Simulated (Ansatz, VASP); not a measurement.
# HgTe: VASP beside Ansatz

INCAR

```
SYSTEM = HgTe
PREC = Accurate ; ENCUT = 520
EDIFF = 1E-8 ; ISMEAR = -1
SIGMA = 0.08 ; LREAL = .FALSE.
LASPH = .TRUE. ; NELM = 100
ALGO = Normal ; ISIF = 2
LWAVE = .FALSE. ; LCHARG = .FALSE.
GGA = PE ; LEFG = .TRUE.
NBANDS = 16
```

Contents of KPOINTS:

```
Automatic mesh
0
G
  10 10 10
  0 0 0
```

POSCAR

```
HgTe
1.0
    0.0000000000      2.9018920266      2.9018920266
    2.9018920266      0.0000000000      2.9018920266
    2.9018920266      2.9018920266      0.0000000000
Hg Te
1 1
Direct
    0.0000000000      0.0000000000      0.0000000000
    0.5000000000      0.5000000000      0.5000000000
```

Input for Ansatz:

```yaml
crystal:
  lattice:
    - [0.0, 2.9018920266, 2.9018920266]
    - [2.9018920266, 0.0, 2.9018920266]
    - [2.9018920266, 2.9018920266, 0.0]
  atoms:
    - { symbol: Hg, position: [0.0, 0.0, 0.0] }
    - { symbol: Te, position: [0.5, 0.5, 0.5] }
kpoints:
  mp_grid: { grid: [10, 10, 10] }
scf:
  occupations: { method: fermi_dirac, width: 0.08 }
hamiltonian:
  xc: pbe
  pseudopotentials: { kind: paw }
output:
  forces: true
  stress: true
  eigenvalues: true
  efg: { contact_densities: true }
```

Change from the starting cell: volume scaled by 0.98, PAW files.

Alike in both runs: task electric field gradients; functional PBE; k mesh 10 × 10 × 10; occupations fermi-dirac, width 0.08 eV; no spin polarisation.

|  | VASP | Ansatz |
| --- | --- | --- |
| version | VASP 6.6.1 | Ansatz 0.2.0 |
| potentials or method | VASP PAW PBE potentials, release 64 (Hg, Te) | PAW with Ansatz's default frozen-core files, scalar-relativistic |
| plane-wave cutoff (eV) | 520 | 420 |
| valence electrons in the cell | 18 | 36 |

```tsv
	VASP	Ansatz	Ansatz less VASP
pressure (GPa)	12.7	12.4	-0.27
Vzz of the field gradient on the site that differs most (V/Å²)	0.0	0.0	0.00
```

With one functional, cell and mesh, what is left measures potentials, basis and numerics. The two sets of potentials don't hold the same shells in valence. Ansatz warned: «gradients_without_spin_orbit».

The runs have no spin-orbit coupling, so splittings on Hg, Te are missing.
